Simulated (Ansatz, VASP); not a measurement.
**Two plane-wave programs on Al5As**

```
Al As
1.0
     4.06768    0.00000    0.00000
     0.00000    4.05292    0.00000
     0.00000    0.00000   14.08004
Al As
10 2
Cartesian
  0.0000 2.0265 4.4705
  2.0338 0.0000 1.5371
  2.0338 0.0000 12.1886
  0.0000 2.0265 12.3951
  0.0000 0.0000 6.3398
  2.0338 0.0000 8.3687
  2.0338 2.0265 6.4494
  0.0000 2.0265 8.3985
  0.0000 0.0000 10.2695
  2.0338 2.0265 10.3526
  2.0338 2.0265 2.9500
  0.0000 0.0000 0.0001
```

Alike in both runs: functional PBE; k mesh 4 × 4 × 2; occupations gaussian, width 0.2 eV; no spin polarisation.

Ansatz relaxed the structure, and its values are those at the end. VASP's run is a single point on that final structure, the one shown.

|  | VASP | Ansatz |
| --- | --- | --- |
| version | VASP 6.6.1 | Ansatz 0.2.0 |
| potentials or method | VASP PAW PBE potentials, release 64 (Al, As) | scalar-relativistic, plane waves, PAW |
| plane-wave cutoff (eV) | 520 | 420 |
| valence electrons in the cell | 40 | 60 |

```csv
,VASP,Ansatz,Ansatz less VASP
gap on the k mesh at the Fermi level (eV),none,none,-
pressure (GPa),0.1,0.1,-0.05
rms of the force components (eV/Å),0.011,0.010,-0.0009
```

A gap of «none» marks a metal or a gap that the smearing closes. The functional is the same, so the differences come from potentials, cutoffs and numerics. The two sets of potentials don't hold the same shells in valence.

Caveats: the k mesh is coarse (spacing up to 0.39 Å⁻¹), so the values aren't converged.
